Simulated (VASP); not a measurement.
HfO2:

```
Hf O
1.0
     5.21946    0.00000    0.00000
     0.00000    5.00476    0.00000
     0.00000    0.00000    5.03268
Hf O
4 8
Cartesian
  0.1723 1.3387 1.2151
  2.4375 1.3387 3.7314
  2.7820 3.6661 1.2151
  5.0472 3.6661 3.7314
  1.9201 0.3571 1.9087
  0.6896 0.3571 4.4251
  3.8308 2.3028 2.4776
  3.9984 2.3028 4.9939
  1.3886 2.7020 4.9939
  1.2211 2.7020 2.4776
  4.5298 4.6477 1.9087
  3.2994 4.6477 4.4251
```

Measurements of this composition are mostly on another form, of space group No. 14.

```yaml
Program: VASP 6.6.1
Task: relaxation of cell and atoms
Functional: PBE
Potentials_or_basis: VASP PAW PBE potentials, release 64 (Hf_pv, O)
Cutoff: 600 eV
k_mesh: 6 × 6 × 6
Occupations: gaussian, width 0.02 eV
Spin: no spin polarisation
```

At the start: pressure 6.1 GPa; volume 10.96 Å³/atom.

Task: How do energy, volume and symmetry change on relaxing?

Result: Over 32 steps the energy falls by 5.2 meV/atom and the volume is 11.24 Å³/atom (+2.6 %); space group Pca2_1 (No. 29, to 0.05 Å).

The path:
```tsv
step	energy change (eV)	largest force (eV/Å)	pressure (GPa)	volume (Å³)
1	0.0000	0.0681	6.08	131.46
2	0.0783	0.2335	-8.34	139.54
3	-0.0576	0.0786	0.29	134.58
4	-0.0574	0.0827	-0.27	134.72
5	-0.0575	0.0804	-0.17	134.65
6	-0.0582	0.0575	-0.19	134.72
7	-0.0582	0.0450	-0.19	134.71
8	-0.0589	0.0296	0.22	134.52
9	-0.0589	0.0285	0.35	134.46
10	-0.0594	0.0280	0.23	134.55
11	-0.0597	0.0574	0.10	134.64
12	-0.0597	0.1219	-0.15	134.83
13	-0.0598	0.0834	0.01	134.72
14	-0.0603	0.0527	-0.09	134.81
15	-0.0607	0.0313	-0.27	134.97
16	-0.0611	0.0368	0.01	134.85
17	-0.0611	0.0421	0.14	134.79
18	-0.0614	0.0159	0.13	134.81
19	-0.0615	0.0243	0.12	134.82
20	-0.0615	0.0594	0.09	134.84
21	-0.0615	0.0324	0.11	134.83
22	-0.0617	0.0172	-0.08	134.94
23	-0.0617	0.0137	-0.13	134.97
24	-0.0617	0.0176	-0.02	134.91
25	-0.0617	0.0157	-0.01	134.91
26	-0.0618	0.0059	0.03	134.89
27	-0.0618	0.0052	0.05	134.88
28	-0.0618	0.0056	0.07	134.87
29	-0.0618	0.0098	-0.01	134.91
30	-0.0618	0.0102	-0.01	134.91
31	-0.0618	0.0065	-0.02	134.92
32	-0.0618	0.0035	-0.02	134.92
```

Final structure:
```
Hf O
1.0
     5.26575    0.00000    0.00000
     0.00000    5.04684    0.00000
     0.00000    0.00000    5.07683
Hf O
4 8
Direct
  0.03303 0.26664 0.24013
  0.46697 0.26664 0.74013
  0.53303 0.73336 0.24013
  0.96697 0.73336 0.74013
  0.36560 0.06827 0.38257
  0.13440 0.06827 0.88257
  0.73049 0.46227 0.49030
  0.76951 0.46227 0.99030
  0.26951 0.53773 0.99030
  0.23049 0.53773 0.49030
  0.86560 0.93173 0.38257
  0.63440 0.93173 0.88257
```
